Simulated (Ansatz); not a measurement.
Runs of Ansatz 0.2.0 on WS2. The cell holds a slab with vacuum, 3 atoms: a = 3.184 Å, b = 3.184 Å, c = 16.951 Å, α = 90.00°, β = 90.00°, γ = 120.00°. 

| task | level | cell | k mesh | smearing | points for each segment of the path | mesh quality | gap on the mesh (eV) | relaxed volume (Å³/atom) | largest force (eV/Å) |
| --- | --- | --- | --- | --- | --- | --- | --- | --- | --- |
| relaxation of cell and atoms | BLYP | relaxed | 10 × 10 × 2 | fermi-dirac 0.05 eV | - | not flagged | (c) | (a) | - |
| band structure | PBEsol0 | as given | 5 × 5 × 1 | fermi-dirac 0.05 eV | 4 | coarse | - | - | 0.48 |
| band structure | BLYP | as given | 10 × 10 × 2 | fermi-dirac 0.05 eV | 14 | not flagged | 1.98 | - | 0.75 |
| relaxation of cell and atoms | PBE+D4 | relaxed | 10 × 10 × 2 | fermi-dirac 0.05 eV | - | not flagged | 2.22 | 48.78 | - |
| single point | PBE | as given | 10 × 10 × 2 | gaussian 0.03 eV | - | not flagged | 1.99 | - | (b) |

Alike in all rows: potentials or basis Ansatz PAW; no spin polarisation; cutoff (eV) 420.

Task: Estimate the missing entries.

Result: (a) 52.03; (b) 0.26; (c) 1.63.

Caveats: some runs use coarse meshes; spin-orbit coupling is left out, which moves the levels of the heavy elements; the PAW data sets come from PBE, with cores solved anew for the run's functional, which leaves a small shift of forces and pressure (some runs); the plane-wave basis is chosen anew once the cell has moved, so the energies of steps on either side of that aren't comparable (some runs); the thresholds are loose for stress (some runs); the k mesh misses the band edges, so the gap on the mesh is wider than the one along the path (some runs).

A k mesh can miss the band edges, and the runs leave out spin-orbit coupling on W.
